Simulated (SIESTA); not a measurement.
TiO2 (Anatase):

```
CELL_PARAMETERS angstrom
-1.89210 1.89210 4.75730
1.89210 -1.89210 4.75730
1.89210 1.89210 -4.75730
ATOMIC_POSITIONS crystal
Ti 0.75000 0.25000 0.50000
Ti 0.00000 0.00000 0.00000
O 0.79190 0.79190 0.00000
O 0.54190 0.04190 0.50000
O 0.95810 0.45810 0.50000
O 0.20810 0.20810 0.00000
```

Base run:

* Program: SIESTA 5.4.2
* Functional: LDA
* Potentials or basis: PseudoDojo 0.4 standard (LDA files)
* Basis: DZP (energy shift 0.003 Ry; two zetas on semicore shells)
* Grid cutoff: 800 Ry
* Energy shift: 0.003 Ry
* k mesh: 7 × 7 × 7
* Occupations: fermi-dirac, width 0.05 eV
* Spin: no spin polarisation

Its results: band gap on the k mesh 1.91 eV, indirect (least direct gap 2.25 eV); pressure -2.4 GPa; largest force 0.020 eV/Å.

The run is repeated on the same cell with these changes: functional from LDA to PBE; potentials or basis from PseudoDojo 0.4 standard (LDA files) to PseudoDojo 0.4 standard (PBE files). What comes out?

Band gap on the k mesh 1.99 eV, indirect (least direct gap 2.32 eV); pressure 9.1 GPa; largest force 0.201 eV/Å.

Caveats: the basis of atomic orbitals isn't converged, which shifts pressures, moduli and gaps; an odd mesh through Γ misses points on the zone boundary, where band edges often lie (some runs).
